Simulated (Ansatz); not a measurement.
We consider fluorite SrF₂, described by HSE06 (Ansatz, a quantum-chemistry and plane-wave program, PAW).

Settings: plane-wave cutoff 460 eV, 8×8×8 k mesh, Fermi–Dirac smearing 0.01 eV, scalar-relativistic PAW data made under PBE.

Cell (relaxed at this level):

```
CELL_PARAMETERS angstrom
      0.00000     2.90544     2.90544
      2.90544     0.00000     2.90544
      2.90544     2.90544     0.00000
ATOMIC_POSITIONS crystal
  Sr 0.00000 0.00000 0.00000
  F  0.25000 0.25000 0.25000
  F  0.75000 0.75000 0.75000
```

Problem. Give the computed bulk modulus, band gap, smallest direct gap on the k points sampled and pressure derivative B′ of the bulk modulus.

Solution. 
bulk modulus: 69.5 GPa
band gap: 8.96 eV (on the SCF k mesh)
smallest direct gap on the k points sampled: 9.06 eV
pressure derivative B′ of the bulk modulus: 4.6

Measured, for comparison: band gap 11.1 eV (temperature not stated, not corrected to a static lattice; as tabulated in Aguado et al. (1999), arXiv:cond-mat/9901145); bulk modulus 69 GPa (temperature not stated, not corrected to a static lattice; as tabulated in On the Morphology of Group II Metal Fluoride Nanocrystals at Finite Temperature …). Computed (rounded) less measured: bulk modulus +0.7 %.

Spin–orbit coupling is not included.

Static lattice: no zero-point or thermal effects.

The result took around 13 core-minutes (rough).
